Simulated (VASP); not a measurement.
ZnCu2SnSe4:

```
Zn Cu Sn Se
1.0
    -2.88564    2.88564    5.73983
     2.88564   -2.88564    5.73983
     2.88564    2.88564   -5.73983
Zn Cu Sn Se
1 2 1 4
Cartesian
  0.0000 2.8856 2.8699
  2.8856 0.0000 2.8699
  0.0000 0.0000 0.0000
  0.0000 0.0000 5.7398
  1.5381 1.4990 4.2477
  1.3475 1.3866 -1.4921
  -1.4990 1.5381 7.2320
  4.3846 1.3475 1.4921
```

The cell comes from a database or a generator and needn't be the stable form of this composition.

```yaml
Program: VASP 6.6.1
Task: relaxation of cell and atoms
Functional: LDA
Potentials_or_basis: VASP PAW LDA potentials, release 64 (Zn, Cu, Sn_d, Se)
Cutoff: 600 eV
k_mesh: 10 × 10 × 10
Occupations: methfessel-paxton, width 0.1 eV
Spin: no spin polarisation
```

At the start: pressure -4.9 GPa; volume 23.90 Å³/atom.

How do energy, volume and symmetry change on relaxing?

Over 8 steps the energy falls by 32.6 meV/atom and the volume is 22.01 Å³/atom (-7.9 %); space group I-4 (No. 82, to 0.05 Å).

The path:
```
step  energy change (eV)  largest force (eV/Å)  pressure (GPa)  volume (Å³)
   1              0.0000                0.1510           -4.88       191.18
   2             -0.2218                0.2864            2.05       171.75
   3             -0.2485                0.2485            0.06       176.18
   4             -0.2573                0.1344            0.05       176.02
   5             -0.2609                0.0199            0.07       175.83
   6             -0.2610                0.0175            0.06       175.84
   7             -0.2610                0.0177            0.05       175.85
   8             -0.2611                0.0091           -0.04       176.06
```

Final structure:
```
CELL_PARAMETERS angstrom
-2.80490 2.80490 5.59460
2.80490 -2.80490 5.59460
2.80490 2.80490 -5.59460
ATOMIC_POSITIONS crystal
Zn 0.75000 0.25000 0.50000
Cu 0.25000 0.75000 0.50000
Cu 0.00000 0.00000 0.00000
Sn 0.50000 0.50000 0.00000
Se 0.63027 0.64018 0.53247
Se 0.10770 0.09780 0.46753
Se 0.90220 0.36973 0.00991
Se 0.35982 0.89230 0.99009
```
